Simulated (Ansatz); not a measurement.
# Nb under changes of volume

One of the cells (18.922 Å³/atom); the others are scaled copies at fixed shape and fractional positions:

```xyz
1
Lattice="0.0000 2.1150 2.1150 2.1150 0.0000 2.1150 2.1150 2.1150 0.0000" Properties=species:S:1:pos:R:3 pbc="T T T"
Nb    0.0000    0.0000    0.0000
```

This isn't the form of Nb at room conditions, which is bcc.

| Property | Result |
| --- | --- |
| Program | Ansatz 0.2.0 |
| Functional | revPBE |
| Dispersion | D4 |
| Potentials or basis | Ansatz PAW earlier set |
| Cutoff | 708 eV (not typed: the program's choice for these potentials) |
| k mesh | 11 × 11 × 11 |
| Occupations | fermi-dirac, width 0.025 eV |
| Spin | no spin polarisation |

```csv
volume (Å³/atom),energy over the lowest point (meV/atom),pressure (GPa)
17.786,?,?
18.165,2.47,2.9
18.543,0.00,-0.7
18.922,5.65,-4.0
19.300,18.63,-6.9
19.679,38.17,-9.5
20.057,63.52,-11.8
```

Q: What does the run at 17.786 Å³/atom give?

A: Energy over the lowest point 13.86 meV/atom; pressure 6.8 GPa.

Worked out: A Birch-Murnaghan fit of order 3 (a polynomial in V^(-2/3)) to the other rows has its minimum at 18.46 Å³/atom with B0 = V·E''(V) = 172 GPa and B' = 4.4. It gives 14.08 meV/atom at 17.786 Å³/atom, against the run's 13.86, and -dE/dV = 7.0 GPa, against 6.8.

Energies are extrapolated to zero smearing.

Caveats: pairwise dispersion overbinds metals, which lowers pressure and volume; the PAW data sets come from PBE, with cores solved anew for the run's functional, which leaves a small shift of forces and pressure.
